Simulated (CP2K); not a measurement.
## YN under changes of volume

One of the cells (14.500 Å³/atom); the others are scaled copies at fixed shape and fractional positions:

```
CELL_PARAMETERS angstrom
3.44856 0.00000 0.00000
1.72428 2.98654 0.00000
1.72428 0.99551 2.81574
ATOMIC_POSITIONS crystal
Y 0.00000 0.00000 0.00000
N 0.50000 0.50000 0.50000
```

```yaml
Program: CP2K 2026.2
Functional: r2SCAN
Potentials_or_basis: POTENTIAL_UZH Y GTH-SCAN-q11, N GTH-SCAN-q5; TZVP-MOLOPT-SCAN-GTH basis
Density_cutoff: 9184 eV
k_mesh: 9 × 9 × 9
Occupations: fermi-dirac, width 0.01 eV
Spin: no spin polarisation
```

```csv
volume (Å³/atom),energy over the lowest point (meV/atom),pressure (GPa),gap on the mesh (eV)
13.630,47.21,14.9,0.47
13.920,24.43,10.3,0.51
14.210,9.46,6.3,0.55
14.500,1.51,2.6,0.59
14.790,0.00,-0.7,0.62
15.080,?,?,?
15.370,13.21,-6.4,0.68
```

What does the run at 15.080 Å³/atom give?

Energy over the lowest point 4.03 meV/atom; pressure -3.7 GPa; gap on the mesh 0.65 eV.

Worked out: A Birch-Murnaghan fit of order 3 (a polynomial in V^(-2/3)) to the other rows has its minimum at 14.72 Å³/atom with B0 = V·E''(V) = 163 GPa and B' = 4.5. It gives 4.05 meV/atom at 15.080 Å³/atom, against the run's 4.03, and -dE/dV = -3.7 GPa, against -3.7. A straight line through the other rows of the gap, of slope 1.76 eV per unit of ln V, gives 0.65 eV, against the run's 0.65.

Energies are extrapolated to zero smearing.

Caveats: an odd mesh through Γ misses points on the zone boundary, where band edges often lie; the basis of atomic orbitals isn't converged, which shifts pressures, moduli and gaps. Spin-orbit coupling on Y is left out.
